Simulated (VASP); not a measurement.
**How uniaxial stress along [111] changes AlN (F-43m)**

Wanted: the response of AlN to uniaxial stress along [111], as a table, with a fit that predicts a row left out.

Main program and level: VASP 6.6.1; LDA; plane waves and PAW (Al, N); cell typed or built by script, in the first sound run; inputs show where later runs differ.

## (1) Starting point

The structure is cubic, space group F-43m (No. 216). The conventional cell has a = 4.380 Å, b = 4.380 Å, c = 4.380 Å, α = 90.00°, β = 90.00°, γ = 90.00°. Nearest to Al lie 4 N at 1.90 Å. N has 4 Al at 1.90 Å nearest. Farther neighbours and most contacts between anions are not listed.

Structure file:

```xyz
2
Lattice="0.0000 2.1900 2.1900 2.1900 0.0000 2.1900 2.1900 2.1900 0.0000" Properties=species:S:1:pos:R:3 pbc="T T T"
Al    0.0000    0.0000    0.0000
N     1.0950    1.0950    1.0950
```

## (2) Relax the crystal, LDA

The series starts from the cell that this level prefers, so that zero strain is near zero stress.

This step took 2 runs in a row; the last is shown.

Level: LDA; plane waves and PAW (Al, N); cell typed or built by script.

Input file INCAR:

```
SYSTEM = AlN
PREC = Accurate
ENCUT = 600
EDIFF = 1E-07
NELM = 120
ISMEAR = 0
SIGMA = 0.02
LREAL = .FALSE.
ALGO = Normal
GGA = CA
NBANDS = 10
LASPH = .TRUE.
LORBIT = 11
LWAVE = .FALSE.
LCHARG = .FALSE.
KPAR = 12
IBRION = 2
NSW = 40
ISIF = 3
EDIFFG = -0.005
POTIM = 0.4
```

Input file POSCAR:

```
AlN
1.0
    0.0000000000      2.1729629977      2.1729629977
    2.1729629977      0.0000000000      2.1729629977
    2.1729629977      2.1729629977      0.0000000000
Al N
1 1
Direct
    0.0000000000      0.0000000000      0.0000000000
    0.2500000000      0.2500000000      0.2500000000
```

Input file KPOINTS:

```
Automatic mesh
0
Gamma
12 12 12
0 0 0
```

PAW data sets: Al and N (LDA family, release 64).

Launch:

```
$ mpirun -np 12 vasp_std
```

The log of the run:

```text
[banner, memory and clock lines left out]
running   12 mpi-ranks, on    1 nodes
[...]
|                                                                             |
|           W    W    AA    RRRRR   N    N  II  N    N   GGGG   !!!           |
|           W    W   A  A   R    R  NN   N  II  NN   N  G    G  !!!           |
|           W    W  A    A  R    R  N N  N  II  N N  N  G       !!!           |
|           W WW W  AAAAAA  RRRRR   N  N N  II  N  N N  G  GGG   !            |
|           WW  WW  A    A  R   R   N   NN  II  N   NN  G    G                |
|           W    W  A    A  R    R  N    N  II  N    N   GGGG   !!!           |
|                                                                             |
|     For optimal performance we recommend to set                             |
|       NCORE = 2 up to number-of-cores-per-socket                            |
|     NCORE specifies how many cores store one orbital (NPAR=cpu/NCORE).      |
|     This setting can greatly improve the performance of VASP for DFT.       |
[...]
|     Unfortunately you need to use the default for GW and RPA                |
|     calculations (for HF NCORE is supported but not extensively tested      |
|     yet).                                                                   |
|                                                                             |

 LDA part: xc-table for (Slater(with rela. corr.)+CA(PZ))
 , standard interpolation
 POSCAR, INCAR and KPOINTS ok, starting setup
[...]
entering main loop
       N       E                     dE             d eps       ncg     rms          rms(c)
DAV:   1     0.121295161561E+02    0.12130E+02   -0.44324E+03  1456   0.769E+02
DAV:   2    -0.180827623717E+02   -0.30212E+02   -0.29360E+02  1794   0.139E+02
DAV:   3    -0.189339140754E+02   -0.85115E+00   -0.85003E+00  1774   0.232E+01
DAV:   4    -0.189373993829E+02   -0.34853E-02   -0.34851E-02  1628   0.172E+00
[...]
DAV:  10    -0.163761952241E+02   -0.19680E-04   -0.63420E-05  1566   0.609E-02    0.412E-02
DAV:  11    -0.163761938756E+02    0.13486E-05   -0.13174E-06  1622   0.881E-03    0.811E-03
DAV:  12    -0.163761938750E+02    0.57179E-09   -0.33902E-08   886   0.159E-03
   1 F= -.16376194E+02 E0= -.16376194E+02  d E =-.163762E+02
[...]
reached required accuracy - stopping structural energy minimisation
```

Run time: 9 s. Hardware: 12 MPI ranks of AMD EPYC 7571, shared host; peak memory 1.5 GiB.

Lines that name or quote the potential files are left out of all logs, and their timing lines are given in words.

OUTCAR, selected parts (step 2):

```text
  Total        0.0012619      0.0012619      0.0012619      0.0000000      0.0000000      0.0000000
  in kB        0.0985223      0.0985223      0.0985223      0.0000000      0.0000000      0.0000000
  external PRESSURE =       0.0985223 kB  Pullay stress =       0.0000000 kB

 POSITION                                       TOTAL-FORCE (eV/Angst)
 -----------------------------------------------------------------------------------
      0.00000      0.00000      0.00000        -0.000000     -0.000000     -0.000000
      1.08648      1.08648      1.08648         0.000000      0.000000      0.000000
 -----------------------------------------------------------------------------------
    total drift:                               -0.000000     -0.000000     -0.000000

  FREE ENERGIE OF THE ION-ELECTRON SYSTEM (eV)
  ---------------------------------------------------
  free  energy   TOTEN  =       -16.3761938750 eV

  energy  without entropy=      -16.3761938750  energy(sigma->0) =      -16.37619387

 reached required accuracy - stopping structural energy minimisation

[... 3 further parts left out ...]
[key lines of the parts left out:]
E-fermi :   6.0464
```

Numbers from this step:

```
energy(sigma→0) of the program : -16.3762 eV
stress, compression positive   : 0.01 along [111], 0.01 across it (mean), GPa
volume                         : 20.520 Å³
ionic steps                    : 1
```

## (3) Strain across the axis, LDA

One member in full: the axis is strained by -1 %, and the two directions across it are strained alike until their mean stress is under 0.012 GPa or five steps are spent.

This step took 3 runs, each at a new trial strain with the atoms of the one before; the last is shown.

Level: LDA; plane waves and PAW (Al, N); cell typed or built by script.

INCAR, as its differences from that of step 2:

```diff
@@ -15,7 +15,7 @@
 LCHARG = .FALSE.
-KPAR = 12
-IBRION = 2
-NSW = 40
-ISIF = 3
-EDIFFG = -0.005
-POTIM = 0.4
+KPAR = 3
+IBRION = 1
+NSW = 25
+ISIF = 2
+EDIFFG = -0.004
+POTIM = 0.3
```

Input file POSCAR:

```
AlN
1.0
   -0.0168943060      2.1596805210      2.1596805210
    2.1596805210     -0.0168943060      2.1596805210
    2.1596805210      2.1596805210     -0.0168943060
Al N
1 1
Direct
    0.9994007119      0.9994007119      0.9994007119
    0.2505992881      0.2505992881      0.2505992881
```

KPOINTS is that of step 2.

Launch:

```
$ mpirun -np 3 vasp_std
```

The log of the run:

```text
[banner, memory and clock lines left out]
running    3 mpi-ranks, on    1 nodes
[...]
LDA part: xc-table for (Slater(with rela. corr.)+CA(PZ))
 , standard interpolation
 POSCAR, INCAR and KPOINTS ok, starting setup
[...]
entering main loop
       N       E                     dE             d eps       ncg     rms          rms(c)
DAV:   1     0.121869824930E+02    0.12187E+02   -0.43184E+03  3868   0.760E+02
DAV:   2    -0.180601768750E+02   -0.30247E+02   -0.29104E+02  4614   0.143E+02
DAV:   3    -0.189459515287E+02   -0.88577E+00   -0.88466E+00  4456   0.234E+01
DAV:   4    -0.189497284970E+02   -0.37770E-02   -0.37768E-02  4244   0.183E+00
[...]
DAV:  10    -0.163732367258E+02   -0.20410E-04   -0.56096E-05  4144   0.572E-02    0.402E-02
DAV:  11    -0.163732355219E+02    0.12039E-05   -0.14497E-06  4262   0.895E-03    0.706E-03
DAV:  12    -0.163732355256E+02   -0.36887E-08   -0.68598E-08  2374   0.220E-03
   1 F= -.16373236E+02 E0= -.16373236E+02  d E =-.163732E+02
 BRION: g(F)=  0.953E-07 g(S)=  0.000E+00
 reached required accuracy - stopping structural energy minimisation
```

Run time: 33 s. Hardware: 3 MPI ranks; peak memory 0.39 GiB; 77 s of CPU time.

OUTCAR, selected parts (step 3):

```text
  Total        0.1849247      0.1849247      0.1849247      0.1852626      0.1852626      0.1852626
  in kB       14.5358608     14.5358608     14.5358608     14.5624224     14.5624224     14.5624224
  external PRESSURE =      14.5358608 kB  Pullay stress =       0.0000000 kB

 POSITION                                       TOTAL-FORCE (eV/Angst)
 -----------------------------------------------------------------------------------
      4.29989      4.29989      4.29989         0.000741      0.000741      0.000741
      1.07820      1.07820      1.07820        -0.000741     -0.000741     -0.000741
 -----------------------------------------------------------------------------------
    total drift:                               -0.000034     -0.000034     -0.000034

  FREE ENERGIE OF THE ION-ELECTRON SYSTEM (eV)
  ---------------------------------------------------
  free  energy   TOTEN  =       -16.3732355256 eV

  energy  without entropy=      -16.3732355256  energy(sigma->0) =      -16.37323553

[... 1 part as in an earlier step ...]

[... 3 further parts left out ...]
[key lines of the parts left out:]
E-fermi :   6.1372
```

Read from the output:

* energy(sigma→0) of the program: -16.3732 eV
* stress, compression positive: 4.37 along [111], 0.00 across it (mean), GPa
* ionic steps: 1

## (4) Band edges, TB-mBJ with spin-orbit coupling

Short lines in KPOINTS_OPT sample the zone centre along and across the axis, for masses, and the other valleys.

Level: TB-mBJ, spin-orbit coupling; plane waves and PAW (Al, N); cell typed or built by script.

TB-mBJ has no energy functional, so the total energy, stress and pressure in this output mean nothing.

Input file INCAR:

```
SYSTEM = AlN
PREC = Accurate
ENCUT = 600
EDIFF = 1E-06
NELM = 150
ISMEAR = 0
SIGMA = 0.02
LREAL = .FALSE.
ALGO = Normal
METAGGA = MBJ
LASPH = .TRUE.
LNONCOLLINEAR = .TRUE.
MAGMOM = 0 0 0 0 0 0
NBANDS = 18
GGA_COMPAT = .FALSE.
LSORBIT = .TRUE.
LWAVE = .FALSE.
LCHARG = .FALSE.
KPAR = 3
```

POSCAR is that of step 3.

Input file KPOINTS:

```
Automatic mesh
0
Gamma
9 9 9
0 0 0
```

Input file KPOINTS_OPT:

```
Line mode
6
Line-mode
Reciprocal
  0.00000000   0.00000000   0.00000000
  0.01976729   0.01976729   0.01976729

  0.00000000   0.00000000   0.00000000
 -0.01224754   0.01224754   0.00000000

  0.31000000   0.31000000   0.00000000
  0.50000000   0.50000000   0.00000000

  0.00000000   0.31000000   0.31000000
  0.00000000   0.50000000   0.50000000

  0.45000000   0.45000000   0.45000000
  0.50000000   0.50000000   0.50000000

  0.45000000   0.00000000   0.00000000
  0.50000000   0.00000000   0.00000000

  0.42500000   0.42500000   0.00000000
  0.42486556   0.44218619   0.01718619

  0.50000000   0.50000000   0.50000000
  0.48775246   0.51224754   0.50000000
```

Launch:

```
$ mpirun -np 3 vasp_ncl
```

The log of the run:

```text
[banner, memory and clock lines left out]
running    3 mpi-ranks, on    1 nodes
[...]
|                                                                             |
|               ----> ADVICE to this user running VASP <----                  |
|                                                                             |
|     You enforced a specific xc type in the INCAR file but a different       |
|     [... a line on the potential file left out ...]
|     I HOPE YOU KNOW WHAT YOU ARE DOING!                                     |
|                                                                             |

 LDA part: xc-table for (None), standard interpolation
 POSCAR, INCAR and KPOINTS ok, starting setup
[...]
entering main loop
       N       E                     dE             d eps       ncg     rms          rms(c)
DAV:   1     0.172564838157E+02    0.17256E+02   -0.39028E+03  6028   0.877E+02
DAV:   2    -0.207527974765E+02   -0.38009E+02   -0.34935E+02  7990   0.182E+02
DAV:   3    -0.224541876928E+02   -0.17014E+01   -0.16927E+01  6816   0.358E+01
DAV:   4    -0.224620919438E+02   -0.79043E-02   -0.79032E-02  6408   0.292E+00
[...]
DAV:  43    -0.167081565173E+02    0.39540E-05   -0.32762E-11  3018   0.743E-05    0.914E-06
DAV:  44    -0.167081529243E+02    0.35930E-05   -0.38446E-11  3014   0.572E-05    0.324E-06
DAV:  45    -0.167081522111E+02    0.71321E-06   -0.54373E-12  3018   0.258E-05
   1 F= -.16708152E+02 E0= -.16708152E+02  d E =-.378251E-33  mag=    -0.0000     0.0000     0.0000
 Start KPOINTS_OPT (optional k-point list driver)
k-point batch [1-48\48]
       N       E                     dE             ncg
DAV:   1     0.249961962594E+04   -0.96681E+04     1736
DAV:   2     0.683395413801E+03   -0.18162E+04     2360
DAV:   3     0.615769710204E+03   -0.67626E+02     1960
DAV:   4     0.615372276381E+03   -0.39743E+00     1938
DAV:   5     0.615368330240E+03   -0.39461E-02     1900
DAV:   6     0.615368267531E+03   -0.62709E-04     2010
DAV:   7     0.615368266341E+03   -0.11892E-05     1596
DAV:   8     0.615368266245E+03   -0.96584E-07     1042
```

Elapsed: 14 min, on 3 MPI ranks; peak memory 1.1 GiB.

From OUTCAR (step 4):

```text
  LATTYP: Found a trigonal (rhomboedric) cell.
 ALAT       =     3.0542962075
 COS(alpha) =     0.4921623466

 Subroutine GETGRP returns: Found  6 space group operations
 (whereof  6 operations were pure point group operations)

The static configuration has the point symmetry C_3v.

 Found    165 irreducible k-points:

   k-points           NKPTS =    165   k-points in BZ     NKDIM =    165   number of bands    NBANDS=     18

   dimension x,y,z NGX =    24 NGY =   24 NGZ =   24
   dimension x,y,z NGXF=    48 NGYF=   48 NGZF=   48

   ENCUT  =  600.0 eV  44.10 Ry    6.64 a.u.   6.10  6.10  6.10*2*pi/ulx,y,z

   NELECT =       8.0000    total number of electrons

 E-fermi :   6.4561

 k-point     1 :       0.0000    0.0000    0.0000
  band No.  band energies     occupation
    ...
      4       6.1847      1.00000
      5       6.1972      1.00000
      6       6.1972      1.00000
      7       6.2938      1.00000
      8       6.2938      1.00000
      9      11.7469      0.00000
     10      11.7469      0.00000
     11      19.9986      0.00000
     12      19.9986      0.00000
     13      20.0320      0.00000
    ...

 k-point     2 :       0.1111    0.0000    0.0000
  band No.  band energies     occupation
    ...
      4       5.3259      1.00000
      5       6.1298      1.00000
      6       6.1298      1.00000
      7       6.2172      1.00000
      8       6.2174      1.00000
      9      12.4809      0.00000
     10      12.4811      0.00000
     11      19.6305      0.00000
     12      19.6318      0.00000
     13      20.2145      0.00000
    ...

  Total       21.4832626     21.4832626     21.4832626      0.1958593      0.1958593      0.1958593
  in kB     1688.6750774   1688.6750774   1688.6750774     15.3953698     15.3953698     15.3953698
  external PRESSURE =    1688.6750774 kB  Pullay stress =       0.0000000 kB

 POSITION                                       TOTAL-FORCE (eV/Angst)
 -----------------------------------------------------------------------------------
      4.29989      4.29989      4.29989         0.049357      0.049357      0.049357
      1.07820      1.07820      1.07820        -0.049357     -0.049357     -0.049357
 -----------------------------------------------------------------------------------
    total drift:                                0.128724      0.128724      0.128724

  FREE ENERGIE OF THE ION-ELECTRON SYSTEM (eV)
  ---------------------------------------------------
  free  energy   TOTEN  =       -16.7081522111 eV

  energy  without entropy=      -16.7081522111  energy(sigma->0) =      -16.70815221

 Spin-Orbit-Coupling matrix elements
 Ion:    1  E_soc:     -0.0000887
 Ion:    2  E_soc:     -0.0000475

[... 1 part as in an earlier step ...]

[... 7 further parts left out ...]
```

## (5) Band edges, r2SCAN with spin-orbit coupling

Short lines in KPOINTS_OPT sample the zone centre along and across the axis, for masses, and the other valleys.

Level: r2SCAN, spin-orbit coupling; plane waves and PAW (Al, N); cell typed or built by script.

INCAR, as its differences from that of step 4:

```diff
@@ -4,3 +4,3 @@
 EDIFF = 1E-06
-NELM = 150
+NELM = 100
 ISMEAR = 0
@@ -9,3 +9,3 @@
 ALGO = Normal
-METAGGA = MBJ
+METAGGA = R2SCAN
 LASPH = .TRUE.
```

POSCAR is that of step 4.

KPOINTS is that of step 4.

KPOINTS_OPT is that of step 4.

Launch:

```
$ mpirun -np 3 vasp_ncl
```

The log of the run:

```text
[banner, memory and clock lines left out]
running    3 mpi-ranks, on    1 nodes
[...]
[... a notice as in an earlier step ...]

 LDA part: xc-table for (None), standard interpolation
 POSCAR, INCAR and KPOINTS ok, starting setup
[...]
entering main loop
       N       E                     dE             d eps       ncg     rms          rms(c)
DAV:   1    -0.223283346086E+02   -0.22328E+02   -0.39828E+03  6020   0.902E+02
DAV:   2    -0.607314761683E+02   -0.38403E+02   -0.35251E+02  7954   0.187E+02
DAV:   3    -0.624538781504E+02   -0.17224E+01   -0.17133E+01  7078   0.364E+01
DAV:   4    -0.624636858743E+02   -0.98077E-02   -0.98061E-02  6516   0.331E+00
[...]
DAV:  12    -0.580093973239E+02    0.18945E-05   -0.27221E-06  6056   0.164E-02    0.840E-03
DAV:  13    -0.580093999504E+02   -0.26265E-05   -0.85400E-07  5444   0.117E-02    0.236E-03
DAV:  14    -0.580094002504E+02   -0.30002E-06   -0.63969E-08  3070   0.315E-03
   1 F= -.58009400E+02 E0= -.58009400E+02  d E =-.734794E-24  mag=     0.0000     0.0000     0.0000
 Start KPOINTS_OPT (optional k-point list driver)
k-point batch [1-48\48]
       N       E                     dE             ncg
DAV:   1     0.234197350963E+04   -0.98257E+04     1736
DAV:   2     0.523523355843E+03   -0.18185E+04     2356
DAV:   3     0.451315296728E+03   -0.72208E+02     1994
DAV:   4     0.450860634465E+03   -0.45466E+00     1926
DAV:   5     0.450855110472E+03   -0.55240E-02     1958
DAV:   6     0.450855007203E+03   -0.10327E-03     1956
DAV:   7     0.450855004973E+03   -0.22295E-05     1714
DAV:   8     0.450855004807E+03   -0.16593E-06     1122
```

Wall time 16 min (3 MPI ranks); peak memory 0.97 GiB; 38 min of CPU time.

[end of part 1 of 2]

[Lines on the potential files, build, host, timing and source positions are cut from VASP's logs without a mark.]

[Logs are printed without paths, hosts, clocks, repeated set-up lines and the standing remarks that a program may print on its own settings, such as how far it seeks lower states.]

[Hosts, paths, dates, database ids (printed as entryN), source tags and the programs' standing remarks are cut or masked in the printed files.]

[In band tables of VASP the shares of atoms and orbitals are scaled to a sum of 1 inside the atoms' spheres.]
